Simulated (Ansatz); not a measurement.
A nudged elastic band was laid between two geometries of a periodic cell of 17 atoms, Nb₁₆H (host Nb, host structure bcc, interstitial H).

The calculation used DFT PBEsol, scalar-relativistic, plane waves, PAW (Ansatz 0.2.0). Settings: cutoff 420 eV, k mesh 3x3x3, gaussian smearing 0.1 eV, no spin polarisation.

| Property | Result |
| --- | --- |
| movable images | 7 |
| climbing image | yes |
| spring | 5.0 eV/Å² |
| optimiser | quadratic models (default) |
| start path | IDPP |
| force threshold | 0.05 eV/Å |
| iteration limit | 20 |
| end points | relaxed |

First end point:

```xyz
17
Lattice="6.6000 0.0000 0.0000 0.0000 6.6000 0.0000 0.0000 0.0000 6.6000" Properties=species:S:1:pos:R:3
Nb -0.002 0.010 0.002
Nb 3.299 0.010 0.002
Nb -0.003 3.314 0.002
Nb 0.041 -0.039 3.302
Nb 1.648 1.637 1.652
Nb 3.300 3.314 0.002
Nb 3.255 -0.039 3.302
Nb 4.948 1.686 1.609
Nb 0.005 3.298 3.302
Nb 1.648 4.933 1.653
Nb 1.648 1.637 4.951
Nb 3.292 3.298 3.302
Nb 4.948 4.949 1.645
Nb 4.948 1.686 4.994
Nb 1.648 4.933 4.950
Nb 4.948 4.949 4.958
H 4.948 0.823 3.302
```

Last end point:

Only the atoms that move by more than 0.05 Å are listed.
```
Nb4 0.042 0.000 3.339
Nb7 3.256 0.000 3.340
Nb13 4.949 4.907 1.615
Nb14 4.949 1.657 4.952
H17 4.949 0.000 2.478
```

Question: Which bonds break or form, and what moves?

Answer: Contacts lost: Nb14–H17. Contacts made: Nb13–H17. The atom that moves furthest is H17, by 1.16 Å.

Question: Give the energies along the band, and the barrier.

Answer: It converged. The highest image is number 4 of 0 to 8, 0.191 eV above the ends, which have the same energy within 2 meV. The order of the stationary point at the top wasn't checked. Limits of this set-up: coarse k mesh, odd electron count without spin.

```json
{"image": "0", "path coordinate (Å)": "0.00", "energy (eV)": "0.000", "Nb14–H17 (Å)": "1.90", "Nb13–H17 (Å)": "2.98"}
{"image": "1", "path coordinate (Å)": "0.15", "energy (eV)": "0.028", "Nb14–H17 (Å)": "1.98", "Nb13–H17 (Å)": "2.84"}
{"image": "2", "path coordinate (Å)": "0.29", "energy (eV)": "0.096", "Nb14–H17 (Å)": "2.10", "Nb13–H17 (Å)": "2.69"}
{"image": "3", "path coordinate (Å)": "0.44", "energy (eV)": "0.164", "Nb14–H17 (Å)": "2.24", "Nb13–H17 (Å)": "2.54"}
{"image": "4", "path coordinate (Å)": "0.59", "energy (eV)": "0.191", "Nb14–H17 (Å)": "2.38", "Nb13–H17 (Å)": "2.38"}
{"image": "5", "path coordinate (Å)": "0.74", "energy (eV)": "0.164", "Nb14–H17 (Å)": "2.54", "Nb13–H17 (Å)": "2.24"}
{"image": "6", "path coordinate (Å)": "0.88", "energy (eV)": "0.096", "Nb14–H17 (Å)": "2.69", "Nb13–H17 (Å)": "2.10"}
{"image": "7", "path coordinate (Å)": "1.03", "energy (eV)": "0.028", "Nb14–H17 (Å)": "2.84", "Nb13–H17 (Å)": "1.98"}
{"image": "8", "path coordinate (Å)": "1.18", "energy (eV)": "0.000", "Nb14–H17 (Å)": "2.98", "Nb13–H17 (Å)": "1.90"}
```

Question: What is the geometry of the highest image?

Answer: 
```xyz
17
Lattice="6.6000 0.0000 0.0000 0.0000 6.6000 0.0000 0.0000 0.0000 6.6000" Properties=species:S:1:pos:R:3:forces:R:3
Nb -0.001 0.009 0.003 0.01 0.01 0.01
Nb 3.298 0.009 0.003 -0.01 0.01 0.01
Nb -0.012 3.314 -0.013 0.02 0.00 -0.01
Nb 0.079 -0.030 3.331 0.03 -0.01 0.01
Nb 1.649 1.657 1.644 0.00 -0.02 0.02
Nb 3.309 3.314 -0.013 -0.02 0.00 0.00
Nb 3.218 -0.030 3.331 -0.03 -0.01 0.01
Nb 4.949 1.709 1.592 0.00 -0.02 0.02
Nb -0.001 3.298 3.292 0.01 -0.01 -0.01
Nb 1.649 4.951 1.667 0.00 -0.04 0.00
Nb 1.649 1.635 4.950 0.00 0.00 0.04
Nb 3.298 3.298 3.292 -0.01 -0.01 -0.01
Nb 4.949 4.967 1.651 0.00 0.00 0.00
Nb 4.949 1.650 4.934 0.00 0.00 0.00
Nb 1.649 4.924 4.978 0.00 0.01 -0.01
Nb 4.949 4.937 4.964 0.00 0.04 -0.04
H 4.949 0.387 2.913 0.00 0.03 -0.03
```

The run took 11 min on 4 threads of Arm Neoverse V1, on a shared host, peak memory 3 GiB.
